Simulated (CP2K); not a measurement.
Crystal: GaP.

```
CELL_PARAMETERS angstrom
6.81095 0.00000 0.00000
5.70235 3.72455 0.00000
5.70235 1.69729 3.31534
ATOMIC_POSITIONS crystal
Ga 0.56463 0.56463 0.56463
Ga 0.43537 0.43537 0.43537
P 0.94261 0.94261 0.94261
P 0.05739 0.05739 0.05739
```

Measurements of this composition are mostly on another form, of space group No. 216.

Base run:

| Quantity | Value |
| --- | --- |
| Program | CP2K 2026.2 |
| Functional | PBEsol |
| Potentials or basis | POTENTIAL_UZH Ga GTH-PBE-q13, P GTH-PBE-q5; TZVP-MOLOPT-PBE-GTH basis |
| Density cutoff | 9184 eV |
| k mesh | 8 × 8 × 8 |
| Occupations | fermi-dirac, width 0.05 eV |
| Spin | no spin polarisation |

Its results: band gap on the k mesh 0.71 eV, indirect (least direct gap 1.00 eV); pressure -2.1 GPa; largest force 0.180 eV/Å.

Question: The run is repeated on the same cell with these changes: functional from PBEsol to BLYP. What comes out?

Answer: Band gap on the k mesh 0.95 eV, indirect (least direct gap 1.20 eV); pressure 4.1 GPa; largest force 0.090 eV/Å.

BLYP binds less tightly than PBEsol, so the same cell stands under more pressure.

Caveats: the potentials were made for another functional, which shifts forces and pressure; the basis of atomic orbitals isn't converged, which shifts pressures, moduli and gaps.

A k mesh can miss the band edges.
